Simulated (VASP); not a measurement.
VASP 6.6.1, GW calculation on PBE orbitals, CdTe (zincblende)

INCAR, step 1 (ground state)

```
ISMEAR = 0
EDIFF = 1E-7
LCHARG = .FALSE.
ENCUT = 400
NELM = 120
LREAL = .FALSE.
LASPH = .TRUE.
SIGMA = 0.01
PREC = Accurate
GGA = PE
LWAVE = .TRUE.
```

INCAR, step 2 (empty bands)

```
NELM = 1
LOPTICS = .TRUE.
ALGO = Exact
PREC = Accurate
ISTART = 1
EDIFF = 1E-7
LCHARG = .FALSE.
LASPH = .TRUE.
SIGMA = 0.01
ISMEAR = 0
NBANDS = 223
ENCUT = 400
LWAVE = .TRUE.
LREAL = .FALSE.
GGA = PE
```

INCAR, step 3 (GW)

```
ENCUTGWSOFT = 120
ENCUT = 400
ISTART = 1
LREAL = .FALSE.
PREC = Accurate
PRECFOCK = Fast
LWAVE = .FALSE.
EDIFF = 1E-7
ALGO = EVGW0
NBANDS = 223
NOMEGA = 64
NELM = 120
LCHARG = .FALSE.
ISMEAR = 0
NBANDSGW = 21
SIGMA = 0.01
ENCUTGW = 120
GGA = PE
NELMGW = 1
LASPH = .TRUE.
```

KPOINTS

```
KPOINTS created by Atomic Simulation Environment
0
Gamma
4 4 4
0 0 0
```

POSCAR

```
Cd Te
 1.0000000000000000
     0.0000000000000000    3.2799551176437878    3.2799551176437878
     3.2799551176437878    0.0000000000000000    3.2799551176437878
     3.2799551176437878    3.2799551176437878    0.0000000000000000
 Cd  Te
   1   1
Cartesian
  0.0000000000000000  0.0000000000000000  0.0000000000000000
  1.6399775588218934  1.6399775588218934  1.6399775588218934
```

VASP ran with the GW set of PAW datasets (26 valence electrons in the cell).

From OUTCAR

```
k-points           NKPTS =      8   k-points in BZ     NKDIM =     64   number of bands    NBANDS=    223

   NELECT =      26.0000    total number of electrons

   dimension x,y,z NGX =    30 NGY =   30 NGZ =   30
   dimension x,y,z NGXF=    60 NGYF=   60 NGZF=   60

  energy-cutoff  :      400.00
  volume of cell :       70.57
      direct lattice vectors                 reciprocal lattice vectors
     0.000000000  3.279955118  3.279955118    -0.152441110  0.152441110  0.152441110
     3.279955118  0.000000000  3.279955118     0.152441110 -0.152441110  0.152441110
     3.279955118  3.279955118  0.000000000     0.152441110  0.152441110 -0.152441110

 k-points in reciprocal lattice and weights: KPOINTS created by Atomic Simulation Env
   0.00000000  0.00000000  0.00000000       0.016
   0.25000000  0.00000000  0.00000000       0.125
   0.50000000  0.00000000  0.00000000       0.062
   0.25000000  0.25000000  0.00000000       0.094
   0.50000000  0.25000000  0.00000000       0.375
  -0.25000000  0.25000000  0.00000000       0.188
   0.50000000  0.50000000  0.00000000       0.047
  -0.25000000  0.50000000  0.25000000       0.094

 QP shifts <psi_nk| G(iteration)W_0 |psi_nk>: iteration 1
 for sc-GW calculations column KS-energies equals QP-energies in previous step
 and V_xc(KS)=  KS-energies - (<T + V_ion + V_H > + <T+V_H+V_ion>^1  + <V_x>^1)

 k-point   1 :       0.0000    0.0000    0.0000
  band No.  KS-energies  QP-energies   sigma(KS)   V_xc(KS)     V^pw_x(r,r')   Z            occupation Imag(sigma)

      1     -98.9247    -104.1290     -39.8993     -32.0193     -55.4385       0.6604       2.0000       3.1868
      2     -60.0031     -63.6101     -36.0352     -30.9936     -48.9323       0.7155       2.0000       3.6465
      3     -60.0031     -63.6101     -36.0352     -30.9936     -48.9323       0.7155       2.0000       3.6465
      4     -60.0031     -63.6101     -36.0352     -30.9936     -48.9323       0.7155       2.0000       3.6465
      5      -7.8288      -8.8071     -12.3753     -11.0300     -17.3179       0.7272       2.0000       1.6626
      6      -5.0597      -6.5307     -26.5929     -24.5595     -32.2390       0.7234       2.0000       0.7787
      7      -5.0597      -6.5307     -26.5929     -24.5595     -32.2390       0.7234       2.0000       0.7787
      8      -5.0597      -6.5307     -26.5929     -24.5595     -32.2390       0.7234       2.0000       0.7787
      9      -4.8271      -6.3114     -27.3328     -25.2923     -32.9655       0.7274       2.0000       0.7150
     10      -4.8271      -6.3114     -27.3328     -25.2923     -32.9655       0.7274       2.0000       0.7150
     11       3.1380       2.4430     -13.0031     -12.1100     -14.1306       0.7781       2.0000       0.3013
     12       3.1380       2.4430     -13.0031     -12.1100     -14.1306       0.7781       2.0000       0.3013
     13       3.1380       2.4430     -13.0031     -12.1100     -14.1306       0.7781       2.0000       0.3013
     14       3.7792       4.1075     -10.0911     -10.5007      -6.6598       0.8015       0.0000      -0.2980
     15       7.7617       8.0509      -9.0621      -9.4262      -5.2011       0.7944       0.0000      -0.4367
     16       7.7617       8.0509      -9.0621      -9.4262      -5.2011       0.7944       0.0000      -0.4367
     17       7.7617       8.0509      -9.0621      -9.4262      -5.2011       0.7944       0.0000      -0.4367
     18      10.5351      10.7452      -7.6133      -7.8748      -3.0658       0.8034       0.0000      -0.6370
     19      12.5170      12.9373      -8.9974      -9.5256      -4.6152       0.7959       0.0000      -0.6590
     20      12.5170      12.9373      -8.9974      -9.5256      -4.6152       0.7959       0.0000      -0.6590
     21      13.1880      13.3318      -6.7912      -6.9695      -2.2106       0.8066       0.0000      -0.7902

 k-point   2 :       0.2500    0.0000    0.0000
  band No.  KS-energies  QP-energies   sigma(KS)   V_xc(KS)     V^pw_x(r,r')   Z            occupation Imag(sigma)

      1     -98.9257    -104.0686     -39.8998     -32.0198     -55.4393       0.6527       2.0000       3.1867
      2     -60.0033     -63.6008     -36.0343     -30.9935     -48.9311       0.7137       2.0000       3.6461
      3     -60.0033     -63.6008     -36.0343     -30.9935     -48.9311       0.7137       2.0000       3.6461
      4     -60.0033     -63.6008     -36.0343     -30.9935     -48.9311       0.7137       2.0000       3.6461
      5      -7.6451      -8.6203     -13.0039     -11.6643     -17.9269       0.7280       2.0000       1.5926
      6      -5.0278      -6.4964     -26.7016     -24.6738     -32.3517       0.7243       2.0000       0.7733
      7      -5.0278      -6.4964     -26.7016     -24.6738     -32.3517       0.7243       2.0000       0.7733
      8      -4.8708      -6.3315     -26.1070     -24.1106     -31.6472       0.7317       2.0000       0.7880
      9      -4.8273      -6.3103     -27.3309     -25.2907     -32.9671       0.7269       2.0000       0.7166
     10      -4.8273      -6.3103     -27.3309     -25.2907     -32.9671       0.7269       2.0000       0.7166
     11       0.4981      -0.3290     -12.2701     -11.2030     -13.8439       0.7752       2.0000       0.4606
     12       2.7390       2.0045     -12.6533     -11.7098     -13.8464       0.7785       2.0000       0.3218
     13       2.7390       2.0045     -12.6533     -11.7098     -13.8464       0.7785       2.0000       0.3218
     14       5.0473       5.3531      -9.9306     -10.3149      -6.4155       0.7956       0.0000      -0.3324
     15       8.2895       8.6045      -9.1052      -9.5022      -5.1383       0.7935       0.0000      -0.4686
     16       8.2895       8.6045      -9.1052      -9.5022      -5.1383       0.7935       0.0000      -0.4686
     17       8.4260       8.6859      -8.8990      -9.2256      -4.9331       0.7959       0.0000      -0.4881
     18      11.4092      11.5142      -6.7667      -6.8971      -2.3599       0.8050       0.0000      -0.6538
     19      11.5907      11.8740      -8.2038      -8.5581      -3.9522       0.7997       0.0000      -0.6177
     20      11.5907      11.8740      -8.2038      -8.5581      -3.9522       0.7997       0.0000      -0.6177
     21      13.8950      14.2446      -8.0984      -8.5331      -3.2635       0.8042       0.0000      -0.8417

 k-point   3 :       0.5000    0.0000    0.0000
  band No.  KS-energies  QP-energies   sigma(KS)   V_xc(KS)     V^pw_x(r,r')   Z            occupation Imag(sigma)

      1     -98.9250    -104.1200     -39.8985     -32.0194     -55.4371       0.6593       2.0000       3.1860
      2     -60.0033     -63.5802     -36.0317     -30.9935     -48.9281       0.7099       2.0000       3.6456
      3     -60.0033     -63.5802     -36.0317     -30.9935     -48.9281       0.7099       2.0000       3.6456
      4     -60.0033     -63.5802     -36.0317     -30.9935     -48.9281       0.7099       2.0000       3.6456
      5      -7.4648      -8.4468     -13.9199     -12.5709     -18.8509       0.7280       2.0000       1.5080
      6      -5.0031      -6.4696     -26.7768     -24.7519     -32.4259       0.7243       2.0000       0.7675
      7      -5.0031      -6.4696     -26.7768     -24.7519     -32.4259       0.7243       2.0000       0.7675
      8      -4.8190      -6.3023     -27.3739     -25.3371     -33.0193       0.7283       2.0000       0.7184
      9      -4.8190      -6.3023     -27.3739     -25.3371     -33.0193       0.7283       2.0000       0.7184
     10      -4.4987      -5.8947     -26.0471     -24.1409     -31.4801       0.7323       2.0000       0.7716
     11      -1.0943      -2.1148     -11.3315     -10.0052     -13.5025       0.7695       2.0000       0.6730
     12       2.4142       1.6447     -12.4054     -11.4146     -13.6820       0.7767       2.0000       0.3439
     13       2.4142       1.6447     -12.4054     -11.4146     -13.6820       0.7767       2.0000       0.3439
     14       4.9023       5.1917      -9.7495     -10.1112      -6.2390       0.8001       0.0000      -0.3316
     15       8.3402       8.6197      -8.8279      -9.1795      -4.9236       0.7949       0.0000      -0.4670
     16       8.3402       8.6197      -8.8279      -9.1795      -4.9236       0.7949       0.0000      -0.4670
     17      10.1609      10.2592      -7.3625      -7.4856      -3.1053       0.7989       0.0000      -0.6210
     18      11.6391      11.9211      -7.8724      -8.2243      -3.2387       0.8015       0.0000      -0.7243
     19      13.3792      13.8150      -8.4385      -8.9845      -3.6650       0.7982       0.0000      -0.7874
     20      13.3792      13.8150      -8.4385      -8.9845      -3.6650       0.7982       0.0000      -0.7874
     21      14.3294      14.9232      -8.9399      -9.6744      -3.9941       0.8085       0.0000      -0.9054

 ...
```

```
PBE gap on the mesh  : 0.64 eV
G₀W₀ gap on the mesh : 1.66 eV
```

These GW values are short of the basis and mesh limit.
